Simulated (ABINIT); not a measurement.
A run of ABINIT 10.8.3 (patched build) is set up as follows.

Contents of run.abi:

```
pp_dirpath "./"
pseudos "Mo.LDA_PW-JTH.xml, Si.LDA_PW-JTH.xml"

acell 4.5352872291 4.5352872291 4.5352872291 Angstrom
rprim
    -0.3527891221     0.3527891221     0.8666485278
     0.3527891221    -0.3527891221     0.8666485278
     0.3527891221     0.3527891221    -0.8666485278
ntypat 2
znucl 42 14
natom 3
typat 1 2 2
xred
     0.0000000000     0.0000000000     0.0000000000
     0.6670000000     0.6670000000     0.0000000000
     0.3330000000     0.3330000000     0.0000000000

ecut 15.0
pawecutdg 30.0

kptopt 1
ngkpt 10 10 10
nshiftk 1
shiftk 0.0 0.0 0.0

ixc 7

nband 15
occopt 3
tsmear 0.05 eV

nstep 100
tolvrs 1.0e-9

iomode 3
prtwf 0
prtden 0
prteig 0
prtebands 0
enunit 1
```

Potentials or basis: JTH PAW LDA v2.0.

Launch:

```console
$ abinit run.abi > log 2>&1
```

**Question.** What does it give for the largest force?

**Answer.** 0.387 eV/Å.

**Question.** Estimate the pressure.

**Answer.** -5.9 GPa.

Forces on the atoms (eV/Å):
```
Mo   0.000  0.000  0.000
Si   0.000  0.000 -0.387
Si   0.000  0.000  0.387
```
